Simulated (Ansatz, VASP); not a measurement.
**S in VASP and in Ansatz**

```xyz
1
Lattice="-1.5166 1.5166 1.5166 1.5166 -1.5166 1.5166 1.5166 1.5166 -1.5166" Properties=species:S:1:pos:R:3 pbc="T T T"
S     0.0000    0.0000    0.0000
```

Alike in both runs: functional PBE; k mesh 17 × 17 × 17; occupations fermi-dirac, width 0.1 eV; no spin polarisation.

Ansatz relaxed the structure, and its values are those at the end. VASP's run is a single point on that final structure, the one shown.

```csv
,VASP,Ansatz
version,VASP 6.6.1,Ansatz 0.2.0
potentials or method,"VASP PAW PBE potentials, release 64 (S), cutoff 520 eV","all-electron LAPW, scalar-relativistic"
```

```tsv
	VASP	Ansatz	Ansatz less VASP
pressure (GPa)	12.7	13.0	+0.31
```

Ansatz ran all-electron here, so the differences hold the error of VASP's frozen core and of both bases.
